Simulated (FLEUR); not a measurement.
# Sb (P6_3/mmc) in FLEUR: notebook

One crystal, Sb, is run at these levels: PBE; tasks: single point.

Program: FLEUR MaX-R8.1 (later development tree). These are calculated values, not measurements. Logs are shortened: lines on timing, memory, paths and dates and some standing lists are left out, and cuts for length are marked.

## (1) The crystal as given

It takes space group P6_3/mmc (No. 194, hexagonal). The conventional cell has a = 3.355 Å, b = 3.355 Å, c = 5.470 Å, α = 90.00°, β = 90.00°, γ = 120.00°. Around Sb (site symmetry -6m2) lie 12 Sb at 3.35 Å.

This isn't the form of Sb at room conditions, which is rhombohedral.

## (2) Single point, PBE

Contents of inp.xml:

```xml
<?xml version="1.0" encoding="UTF-8" standalone="no"?>
<fleurInput fleurInputVersion="0.39">
   <comment>
      Sb                                                                                                  
   </comment>
   <calculationSetup>
      <cutoffs Kmax="3.5" Gmax="17.5" GmaxXC="17.5" numbands="0"/>
      <scfLoop itmax="60" minDistance="0.00001" maxIterBroyd="15" imix="Anderson" alpha="0.05" precondParam="0.0" spinf="2.0" sdNocoIR="T"/>
      <coreElectrons ctail="T" frcor="F" kcrel="0" coretail_lmax="0"/>
      <xcFunctional name="pbe" relativisticCorrections="F"/>
      <magnetism jspins="1"/>
      <soc l_soc="F" theta="0.0" phi="0.0" spav="F"/>
      <expertModes spex="0" secvar="F"/>
      <geometryOptimization l_f="F" forcealpha="1.0" forcemix="BFGS" epsdisp="0.00001" epsforce="0.00001"/>
      <ldaU l_linMix="F" mixParam="0.05" spinf="1.0"/>
   </calculationSetup>
   <cell>
      <bzIntegration valenceElectrons="42.0" mode="hist" fermiSmearingEnergy="0.00183747">
         <kPointListSelection listName="default-1"/>
         <!-- k-points included here -->
         <xi:include xmlns:xi="http://www.w3.org/2001/XInclude" href="kpts.xml"> </xi:include>
      </bzIntegration>
      <!-- symmetry operations included here -->
      <xi:include xmlns:xi="http://www.w3.org/2001/XInclude" href="sym.xml"> </xi:include>
      <bulkLattice scale="1.0">
         <bravaisMatrix>
            <row-1>    6.3391475472460419     0.0000000000000000     0.0000000000000000</row-1>
            <row-2>   -3.1695737736230210     5.4898628142036516     0.0000000000000000</row-2>
            <row-3>    0.0000000000000000     0.0000000000000000    10.3371054860639173</row-3>
         </bravaisMatrix>
      </bulkLattice>
   </cell>
   <atomSpecies>
      <species name="Antimony (Sb)" element="Sb" atomicNumber="51">
         <mtSphere radius="2.66" gridPoints="879" logIncrement="0.015"/>
         <atomicCutoffs lmax="9" lnonsphr="7"/>
         <electronConfig flipSpins="F">
            <coreConfig>(1s1/2) (2s1/2) (2p1/2) (2p3/2) (3s1/2) (3p1/2) (3p3/2) (4s1/2) (3d3/2) (3d5/2)</coreConfig>
            <valenceConfig>(4p1/2) (4p3/2) (5s1/2) (4d3/2) (4d5/2) (5p1/2) (5p3/2)</valenceConfig>
            <stateOccupation state="(5p1/2)" spinUp="0.500000" spinDown="0.500000"/>
            <stateOccupation state="(5p3/2)" spinUp="1.000000" spinDown="1.000000"/>
         </electronConfig>
         <energyParameters s="5" p="5" d="5" f="4"/>
         <lo type="SCLO" l="1" n="4" eDeriv="0"/>
         <lo type="SCLO" l="1" n="4" eDeriv="1"/>
         <lo type="SCLO" l="2" n="4" eDeriv="0"/>
         <lo type="SCLO" l="2" n="4" eDeriv="1"/>
         <lo type="SCLO" l="0" n="5" eDeriv="2"/>
         <lo type="SCLO" l="3" n="4" eDeriv="2"/>
      </species>
   </atomSpecies>
   <atomGroups>
      <atomGroup species="Antimony (Sb)">
         <relPos label="                   1">-1.000/3.000 1.000/3.000 -1.000/4.000</relPos>
         <relPos label="                   2">1.000/3.000 -1.000/3.000 1.000/4.000</relPos>
         <force calculate="T" relaxXYZ="TTT"/>
      </atomGroup>
   </atomGroups>
   <output dos="F" band="F" slice="F">
      <checks vchk="F" cdinf="F"/>
      <bandDOS minEnergy="-.5*Htr" maxEnergy="0.5*Htr" sigma="0.015" storeEVData="T"/>
      <vacuumDOS vacdos="F" integ="F" star="F" nstars="0" locx1="0.0" locy1="0.0" locx2="0.0" locy2="0.0" nstm="0" tworkf="0.0"/>
      <unfoldingBand unfoldBand="F" supercellX="1" supercellY="1" supercellZ="1"/>
      <plotting iplot="0" polar="F">
         <plot TwoD="T" vec1="  1.0  0.0  0.0" vec2="  0.0  1.0  0.0" vec3="  0.0  0.0  1.0" zero="  0.0  0.0  0.0" file="plot"/>
      </plotting>
      <chargeDensitySlicing numkpt="0" minEigenval="0.0" maxEigenval="0.0" nnne="0" pallst="F"/>
      <specialOutput eonly="F"/>
      <moessbauerParams electricFieldGradient="T" isomerShift="T" coreHyperfine="T" valenceHyperfine="T"/>
      <magneticCircularDichroism mcd="F" energyLo="-10.0" energyUp="0.0"/>
   </output>
  <!-- We include the file relax.xml here to enable relaxations (see documentation) -->
  <xi:include xmlns:xi="http://www.w3.org/2001/XInclude" href="relax.xml"> <xi:fallback/> </xi:include>
</fleurInput>
```

Contents of crystal.txt:

```
Sb
&input cartesian=F /
3.3545324186  0.0000000000  0.0000000000
-1.6772662093  2.9051102923  0.0000000000
0.0000000000  0.0000000000  5.4701606500
1.8897261246
1.0 1.0 1.0

2
51 0.6666666666  0.3333333332  0.7500000000
51 0.3333333332  0.6666666666  0.2500000000

&kpt div1=9 div2=9 div3=5 gamma=T /
```

Potentials or basis: all-electron, FLAPW.

On the command line:

```bash
$ inpgen -f crystal.txt -profile veryFastHighL
$ # inp.xml edited to the form shown
$ fleur_MPI
```

Log:

```text
Welcome to FLEUR        (www.flapw.de)
      MaX-Release 8.1          (www.max-centre.eu)

 ========== k-point set info ==========
 Selected k-point list: default-1
 k-point list type: mesh
 9 x 9 x 5
 Number of k points: 36

 ------------Calculation Setup---------------------------
 Number of MPI-tasks      :            1
 Number of PE/node        :            1
 Number of OMP-threads    :            1
 Most efficient MPI parallelization for:
           1           2           3           4           6           9          12          18          36
 Additional eigenvalue parallelization possible
 Number of basis functions:          357
 Approximate size of matrices (H+S) per k-point:         0.002 GB
 --------------------------------------------------------
 Iteration:     1   Distance:       4.65727800 me/bohr^3
 Iteration:     2   Distance:       4.35714472 me/bohr^3
 Iteration:     3   Distance:       1.27911717 me/bohr^3
 Iteration:     4   Distance:       0.12496697 me/bohr^3
 Iteration:     5   Distance:       0.11396595 me/bohr^3
 Iteration:     6   Distance:       0.00825705 me/bohr^3
 Iteration:     7   Distance:       0.00284654 me/bohr^3
 Iteration:     8   Distance:       0.00147454 me/bohr^3
 Iteration:     9   Distance:       0.00009366 me/bohr^3
 Iteration:    10   Distance:       0.00005728 me/bohr^3
 Iteration:    11   Distance:       0.00001455 me/bohr^3
 Iteration:    12   Distance:       0.00000138 me/bohr^3

 ********************************************************************
 Run finished successfully
 Stop message:
   all done
 ********************************************************************
```

out.xml (last iteration):

```text
<iteration numberForCurrentRun="   12" overallNumber="   12">
         <energyParameters units="Htr">
            <atomicEP atomType="1" spin="1" branch="5s" branchLowest="-4.99" branchHighest="0.53" value="-0.0297810787"/>
            <atomicEP atomType="1" spin="1" branch="5p" branchLowest="-3.26" branchHighest="1.15" value="0.2301181051"/>
            <atomicEP atomType="1" spin="1" branch="5d" branchLowest="-0.73" branchHighest="2.24" value="0.4566953558"/>
            <atomicEP atomType="1" spin="1" branch="4f" branchLowest="-9.99" branchHighest="1.71" value="0.6098550468"/>
            <loAtomicEP atomType="1" spin="1" branch="4p" branchLowest="-27.07" branchHighest="-3.26" value="-3.2691034626"/>
            <loAtomicEP atomType="1" spin="1" branch="4p" branchLowest="-27.07" branchHighest="-3.26" value="-3.2691034626"/>
            <loAtomicEP atomType="1" spin="1" branch="4d" branchLowest="-18.46" branchHighest="-0.73" value="-0.7504959548"/>
            <loAtomicEP atomType="1" spin="1" branch="4d" branchLowest="-18.46" branchHighest="-0.73" value="-0.7504959548"/>
            <loAtomicEP atomType="1" spin="1" branch="5s" branchLowest="-4.99" branchHighest="0.53" value="-0.0297810787"/>
            <loAtomicEP atomType="1" spin="1" branch="4f" branchLowest="-9.99" branchHighest="1.71" value="0.6098559283"/>
         </energyParameters>
         <eigenvalues>
            <eigenvaluesAt spin="1" ikpt="1" k_x="0.00000000" k_y="0.00000000" k_z="0.00000000">
                      -3.2594401612       -3.2593856307       -3.2590782602       -3.2590782602       -3.2590681930
                      -3.2590681930       -0.7545550225       -0.7542142573       -0.7538804400       -0.7538804400
                      -0.7537066129       -0.7537066129       -0.7535384457       -0.7535384457       -0.7516493401
                      -0.7516493401       -0.1536826907       -0.0126041936        0.1082027149        0.4568328715
                       0.4568328715        0.5175782440        0.5175782440        0.5263165521        0.6134457759
                       0.6579954610        0.7067680209        0.7067680210        0.7331976519        0.7588603491
                       0.7723452024        0.7723452024        0.7935693804
            </eigenvaluesAt>
            <eigenvaluesAt spin="1" ikpt="2" k_x="0.00000000" k_y="0.00000000" k_z="0.20000000">
                      -3.2594349421       -3.2593911413       -3.2590769461       -3.2590769461       -3.2590695706
                      -3.2590695706       -0.7545131188       -0.7542318363       -0.7540615238       -0.7540615238
                      -0.7538070102       -0.7538070102       -0.7531590191       -0.7531590191       -0.7517603728
                      -0.7517603728       -0.1463147479       -0.0431631775        0.1536504947        0.4602880029
                       0.4622996180        0.4622996180        0.5120666801        0.5120666801        0.6189314216
                       0.6690158847        0.6926980616        0.6926980616        0.6999905304        0.7372150037
                       0.7372150037        0.7687492398        0.8303826071
            </eigenvaluesAt>
            <eigenvaluesAt spin="1" ikpt="3" k_x="0.00000000" k_y="0.00000000" k_z="0.40000000">
                      -3.2594213083       -3.2594046808       -3.2590748078       -3.2590748078       -3.2590719656
                      -3.2590719656       -0.7544142662       -0.7543015324       -0.7541305087       -0.7541305087
                      -0.7540003774       -0.7540003774       -0.7525821894       -0.7525821894       -0.7520788141
                      -0.7520788141       -0.1243642605       -0.0886638282        0.2432064729        0.3496646861
                       0.4772148399        0.4772148399        0.4965676846        0.4965676846        0.6354977465
                       0.6631092743        0.6859939734        0.6859939734        0.6907001712        0.7022290157
                       0.7022290157        0.7239374976        0.9011563272
            </eigenvaluesAt>
            <eigenvaluesAt spin="1" ikpt="4" k_x="0.00000000" k_y="0.11111111" k_z="0.00000000">
                      -3.2594384163       -3.2593869588       -3.2590834952       -3.2590798798       -3.2590732453
                      -3.2590693635       -0.7545189783       -0.7541851931       -0.7537789635       -0.7536619318
                      -0.7536395345       -0.7535762385       -0.7535604059       -0.7534061987       -0.7518230333
                      -0.7516194703       -0.1456381413       -0.0056236247        0.1166244202        0.3868670394
                       0.4298988004        0.4767701299        0.5169285611        0.5206382267        0.6098520179
                       0.6676557832        0.6943510210        0.7154657535        0.7269255379        0.7375374127
                       0.7505725571        0.7514132066        0.7771059657
            </eigenvaluesAt>
         </eigenvalues>
         <bandgap value="0.0137214510" units="eV"/>
         <sumValenceSingleParticleEnergies value="-52.8954657617" units="Htr"/>
         <FermiEnergy value="0.3208556832" units="Htr"/>
         <valenceDensity>
            <mtCharges spin="1">
               <mtCharge atomType="1" total="19.0267495" s="1.5033218" p="7.4574081" d="10.0469034" f="0.0171823"/>
            </mtCharges>
            <spinDependentCharge spin="1" total="42.0000000" interstitial="3.9465011" mtSpheres="38.0534989"/>
            <totalCharge value="41.9999999998"/>
         </valenceDensity>
         <coreStates atomType="     1" atomicNumber=" 51" spin="1" kinEnergy="   6574.8099621763" eigValSum="  -3895.9971407740" lostElectrons=" 0.000022">
            <state n="1" l="0" j="0.5" energy="-1112.5047938833" weight="1.0000000000"/>
            <state n="2" l="0" j="0.5" energy="-168.8402825719" weight="1.0000000000"/>
            <state n="2" l="1" j="0.5" energy="-157.9223957161" weight="1.0000000000"/>
            <state n="2" l="1" j="1.5" energy="-148.6677395795" weight="2.0000000000"/>
            <state n="3" l="0" j="0.5" energy="-32.7220177138" weight="1.0000000000"/>
            <state n="3" l="1" j="0.5" energy="-28.2602920619" weight="1.0000000000"/>
            <state n="3" l="1" j="1.5" energy="-26.5524874884" weight="2.0000000000"/>
            <state n="4" l="0" j="0.5" energy="-4.9880829918" weight="1.0000000000"/>
            <state n="3" l="2" j="1.5" energy="-18.6770067374" weight="2.0000000000"/>
            <state n="3" l="2" j="2.5" energy="-18.3220792792" weight="3.0000000000"/>
         </coreStates>
         <allElectronCharges>
            <spinDependentCharge spin="1" total="102.0000000" interstitial="3.9465460" mtSpheres="98.0534540"/>
            <totalCharge value="101.9999999934"/>
         </allElectronCharges>
         <moessbauerParams unitsHFF="kG" unitsIS="e/bohr^3" unitsEFG="Htr/bohr^2">
            <coreIsomerShift atomType="1" isTotal="212646.99325">
               <shell n="1" l="0" isomerShift="184967.81739"/>
               <shell n="2" l="0" isomerShift="21848.99221"/>
               <shell n="2" l="1" isomerShift="550.51125"/>
               <shell n="3" l="0" isomerShift="4281.81255"/>
               <shell n="3" l="1" isomerShift="116.74574"/>
               <shell n="4" l="0" isomerShift="881.11408"/>
               <shell n="3" l="2" isomerShift="0.00002"/>
            </coreIsomerShift>
            <isomerShift atomType="1" nucleusRadius="0.0001171" averageDensity="212747.78712"/>
            <electricFieldGradient atomType="1" VXX="-0.11178" VYY="-0.11178" VZZ="0.22355" asymParam="0.00000">
            </electricFieldGradient>
         </moessbauerParams>
         <totalEnergy                                    value="   -12967.1454829529" units="Htr">
            <sumOfEigenvalues                            value="    -7844.8897473097">
               <coreElectrons value="-7791.9942815480"/>
               <valenceElectrons value="-52.8954657617"/>
            </sumOfEigenvalues>
            <densityCoulombPotentialIntegral value="-21080.1920546017"/>
            <densityEffectivePotentialIntegral value="-21525.8705618324"/>
            <chargeDenXCDenIntegral value="-341.4687861605"/>
            <FockExchangeEnergyValence value="0.0000000000"/>
            <FockExchangeEnergyCore value="0.0000000000"/>
            <atomTypeDependentContributions atomType="1">
               <electronNucleiInteractionDifferentMTs value="15714.2299604498"/>
               <MadelungTerm value="-52.3315235645"/>
            </atomTypeDependentContributions>
            <tkbTimesEntropy value="0.0004407508"/>
            <freeEnergy value="-12967.1459237038"/>
            <extrapolationTo0K value="-12967.1457033283"/>
         </totalEnergy>
         <densityConvergence units="me/bohr^3">
            <chargeDensity spin="1" distance="0.0000013754"/>
         </densityConvergence>
      </iteration>
```

Wall time 19 s (1 thread of Arm Neoverse V2, shared host); peak memory 0.07 GiB.

Results:

```yaml
Free_energy: -352854.0162 eV
Band_gap_on_the_k_mesh: none (metal or under the smearing width)
Valence_electrons_inside_the_program's_atomic_spheres: Sb 19.03 (radii Sb 2.66 bohr)
```

Levels at points of the mesh, in eV from the Fermi level:
```csv
k point,band 18,band 19,band 20,band 21,band 22,band 23,band 24,band 25
"(0.00, 0.00, 0.00)",-9.07,-5.79,3.70,3.70,5.35,5.35,5.59,7.96
```

Core levels (eV from the Fermi level):
```
atom                                                                                                                                           levels
1 Sb  1s1/2 -30281.5, 2s1/2 -4603.1, 2p1/2 -4306.0, 2p3/2 -4054.2, 3s1/2 -899.1, 3p1/2 -777.7, 3p3/2 -731.3, 4s1/2 -144.5, 3d3/2 -517.0, 3d5/2 -507.3
2 Sb  1s1/2 -30281.5, 2s1/2 -4603.1, 2p1/2 -4306.0, 2p3/2 -4054.2, 3s1/2 -899.1, 3p1/2 -777.7, 3p3/2 -731.3, 4s1/2 -144.5, 3d3/2 -517.0, 3d5/2 -507.3
```

## (3) Single point, PBE

inp.xml, as its differences from that of step 2:

```diff
@@ -6,3 +6,3 @@
    <calculationSetup>
-      <cutoffs Kmax="3.5" Gmax="17.5" GmaxXC="17.5" numbands="0"/>
+      <cutoffs Kmax="4.0" Gmax="20.0" GmaxXC="20.0" numbands="0"/>
       <scfLoop itmax="60" minDistance="0.00001" maxIterBroyd="15" imix="Anderson" alpha="0.05" precondParam="0.0" spinf="2.0" sdNocoIR="T"/>
@@ -35,3 +35,3 @@
          <mtSphere radius="2.66" gridPoints="879" logIncrement="0.015"/>
-         <atomicCutoffs lmax="9" lnonsphr="7"/>
+         <atomicCutoffs lmax="7" lnonsphr="5"/>
          <electronConfig flipSpins="F">
```

crystal.txt is that of step 2.

Potentials or basis: all-electron, FLAPW.

On the command line:

```bash
$ inpgen -f crystal.txt -profile fast
$ # inp.xml edited to the form shown
$ fleur_MPI
```

Wall time 25 s (1 thread of Arm Neoverse V2, shared host); peak memory 0.09 GiB.

The run converged. Its results:

```
Free energy                                           : -352854.0369 eV
Band gap on the k mesh                                : none (metal or under the smearing width)
Valence electrons inside the program's atomic spheres : Sb 19.03 (radii Sb 2.66 bohr)
```

Levels at points of the mesh, in eV from the Fermi level:
| k point | band 18 | band 19 | band 20 | band 21 | band 22 | band 23 | band 24 | band 25 |
| --- | --- | --- | --- | --- | --- | --- | --- | --- |
| (0.00, 0.00, 0.00) | -9.07 | -5.79 | 3.70 | 3.70 | 5.35 | 5.35 | 5.59 | 7.96 |

Core levels (eV from the Fermi level):
| atom | levels |
| --- | --- |
| 1 Sb | 1s1/2 -30281.5, 2s1/2 -4603.1, 2p1/2 -4306.0, 2p3/2 -4054.2, 3s1/2 -899.1, 3p1/2 -777.7, 3p3/2 -731.2, 4s1/2 -144.5, 3d3/2 -516.9, 3d5/2 -507.3 |
| 2 Sb | 1s1/2 -30281.5, 2s1/2 -4603.1, 2p1/2 -4306.0, 2p3/2 -4054.2, 3s1/2 -899.1, 3p1/2 -777.7, 3p3/2 -731.2, 4s1/2 -144.5, 3d3/2 -516.9, 3d5/2 -507.3 |

Spin-orbit coupling is left out, which matters for the levels of Sb.

## (4) Single point, PBE

inp.xml, as its differences from that of step 3:

```diff
@@ -6,3 +6,3 @@
    <calculationSetup>
-      <cutoffs Kmax="4.0" Gmax="20.0" GmaxXC="20.0" numbands="0"/>
+      <cutoffs Kmax="4.5" Gmax="22.5" GmaxXC="22.5" numbands="0"/>
       <scfLoop itmax="60" minDistance="0.00001" maxIterBroyd="15" imix="Anderson" alpha="0.05" precondParam="0.0" spinf="2.0" sdNocoIR="T"/>
@@ -35,3 +35,3 @@
          <mtSphere radius="2.66" gridPoints="879" logIncrement="0.015"/>
-         <atomicCutoffs lmax="7" lnonsphr="5"/>
+         <atomicCutoffs lmax="10" lnonsphr="8"/>
          <electronConfig flipSpins="F">
```

crystal.txt is that of step 3.

On the command line:

```bash
$ inpgen -f crystal.txt -profile moderate
$ # inp.xml edited to the form shown
$ fleur_MPI
```

Wall time 55 s (1 thread of Arm Neoverse V2, shared host); peak memory 0.11 GiB.

The run converged. Its results:

| Property | Result |
| --- | --- |
| Free energy | -352854.0401 eV |
| Band gap on the k mesh | none (metal or under the smearing width) |
| Valence electrons inside the program's atomic spheres | Sb 19.03 (radii Sb 2.66 bohr) |

Levels at points of the mesh, in eV from the Fermi level:
```csv
k point,band 17,band 18,band 19,band 20,band 21,band 22,band 23,band 24,band 25,band 26
"(0.00, 0.00, 0.00)",-12.91,-9.07,-5.79,3.70,3.70,5.35,5.35,5.59,7.96,9.17
```

Core levels (eV from the Fermi level):
```tsv
atom	levels
1 Sb	1s1/2 -30281.5, 2s1/2 -4603.1, 2p1/2 -4306.0, 2p3/2 -4054.1, 3s1/2 -899.1, 3p1/2 -777.7, 3p3/2 -731.2, 4s1/2 -144.5, 3d3/2 -516.9, 3d5/2 -507.3
2 Sb	1s1/2 -30281.5, 2s1/2 -4603.1, 2p1/2 -4306.0, 2p3/2 -4054.1, 3s1/2 -899.1, 3p1/2 -777.7, 3p3/2 -731.2, 4s1/2 -144.5, 3d3/2 -516.9, 3d5/2 -507.3
```

(Part 1 of 2 ends here.)
